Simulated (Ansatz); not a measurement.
# Al3GaAs4: the band gap up the ladder of functionals

One table from this session's results is given with a row withheld; the runs are named, their logs left out.

Program: Ansatz 0.2.0. PAW datasets, plane waves. (Calculated; spin-unpolarised; the phase may be known or hypothetical.)

**Starting point**

The cell was relaxed beforehand with r2SCAN.

The symmetry is I-42m (No. 121, tetragonal); a = 5.676 Å, c = 11.352 Å in the conventional setting, 22.86 Å³ an atom. Near Al stand 4 As at 2.46 Å; near As stand 3 Al at 2.46 Å and 1 Ga at 2.46 Å; near Ga stand 4 As at 2.46 Å.

Structure file:

```cif
data_structure
_symmetry_space_group_name_H-M 'I-42m'
_symmetry_Int_Tables_number 121
_cell_length_a 5.6760
_cell_length_b 5.6760
_cell_length_c 11.3521
_cell_angle_alpha 90.000
_cell_angle_beta 90.000
_cell_angle_gamma 90.000
_cell_volume 365.73
loop_
_atom_site_label
_atom_site_type_symbol
_atom_site_symmetry_multiplicity
_atom_site_Wyckoff_symbol
_atom_site_fract_x
_atom_site_fract_y
_atom_site_fract_z
_atom_site_occupancy
Al1 Al 4 d 0.00000 0.50000 0.25000 1
As1 As 8 i 0.24986 0.75014 0.37480 1
Al2 Al 2 b 0.50000 0.50000 0.00000 1
Ga1 Ga 2 a 0.00000 0.00000 0.00000 1
```

The first run:

input.yaml reads:

```yaml
crystal:
  lattice:
    - [-2.8380025367, 2.8380025367, 5.6760419462]
    - [2.8380025367, -2.8380025367, 5.6760419462]
    - [2.8380025367, 2.8380025367, -5.6760419462]
  atoms:
    - { symbol: Al, position: [0.75, 0.25, 0.5] }
    - { symbol: As, position: [0.1249423858, 0.6246537848, 0.0] }
    - { symbol: Al, position: [0.5, 0.5, 0.0] }
    - { symbol: As, position: [0.8750576142, 0.8750576142, 0.499711399] }
    - { symbol: Al, position: [0.25, 0.75, 0.5] }
    - { symbol: As, position: [0.6246537848, 0.1249423858, 0.0] }
    - { symbol: Ga, position: [0.0, 0.0, 0.0] }
    - { symbol: As, position: [0.3753462152, 0.3753462152, 0.500288601] }
kpoints:
  mp_grid: { grid: [6, 6, 6] }
  band_path:
    path:
      - [[0.0, 0.0, 0.0], [5.139783437401e-18, -5.139783437401e-18, 0.5], [0.25, 0.25, 0.25], [1.63464027753e-17, 0.5, -1.63464027753e-17], [0.0, 0.0, 0.0], [0.5, 0.5, -0.5], [0.3124991879757, 0.6875008120243, -0.3124991879757]]
      - [[-0.3124991879757, 0.3124991879757, 0.3124991879757], [0.0, 0.0, 0.0]]
      - [[5.139783437401e-18, -5.139783437401e-18, 0.5], [-0.1249983759515, 0.1249983759515, 0.5]]
      - [[0.5, 0.5, -0.1249983759515], [0.5, 0.5, -0.5]]
    npoints: 10
hamiltonian:
  xc: pbe
scf:
  occupations: { method: fermi_dirac, width: 0.02 }
  n_extra_bands: 6
output:
  forces: true
  stress: true
  eigenvalues: true
```

Started as:

```sh
> ansatz run input.yaml --threads 4 --pin off --max-ram 6451MiB --backend cpu --events-out ev --progress --plain --runs-dir out
```

Among the steps run: Band structure with PBE; r2SCAN at the same geometry; HSE06 at the same geometry; Single point with PBE+SOC; Single point with PBE0.

One of the session's tables, all rows but one given; the rest of the session is left out.

| level | gap (eV) |
| --- | --- |
| PBE | ? |
| r2SCAN | 1.81 |
| HSE06 | 2.09 |
| PBE+SOC | 1.37 |
| PBE0 | 2.74 |

Q: Estimate the row for PBE from the others.

As computed: gap (eV): 1.47. In the column «gap (eV)» it lies between PBE+SOC (1.37) and r2SCAN (1.81).

Meshes: PBE 6×6×6, r2SCAN 6×6×6, HSE06 4×4×4, PBE+SOC 6×6×6, PBE0 4×4×4

What this shows: The gap runs from 1.37 eV (PBE+SOC) to 2.74 eV (PBE0). Against HSE06, PBE is short by 0.62 eV, at 70 % of it, and r2SCAN 87 %. PBE0 lies 0.64 eV above HSE06, which differs from it by screening the long-range exchange.

To keep in mind: Warnings in the runs' records: stress scf threshold loose, stress exchange threshold loose.
